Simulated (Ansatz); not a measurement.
**NaF (Fm-3m) at 3 levels of theory**

One geometry, relaxed with PBE; plane waves with PAW potentials in Ansatz, scalar-relativistic. No spin polarisation. Gaps are the least over mesh and band path; pressure is positive in compression.

```
Na F
1.0
     0.00000    2.34979    2.34979
     2.34979    0.00000    2.34979
     2.34979    2.34979    0.00000
Na F
1 1
Direct
  0.00000 0.00000 0.00000
  0.50000 0.50000 0.50000
```

| level | cutoff (eV) | k mesh | gap (eV) | pressure (GPa) |
| --- | --- | --- | --- | --- |
| PBE | 420 | 8×8×8 | 6.09 | 0.0 |

Q: What comes out on the same cell with r2SCAN, PBEsol?

A:
```json
{"level": "r2SCAN", "cutoff (eV)": "500", "k mesh": "8×8×8", "gap (eV)": "6.90", "pressure (GPa)": "-3.2"}
{"level": "PBEsol", "cutoff (eV)": "420", "k mesh": "8×8×8", "gap (eV)": "5.97", "pressure (GPa)": "-2.0"}
```

The cell was reached from a generator's guess, though it ends in a space group that the Crystallography Open Database lists for this formula.
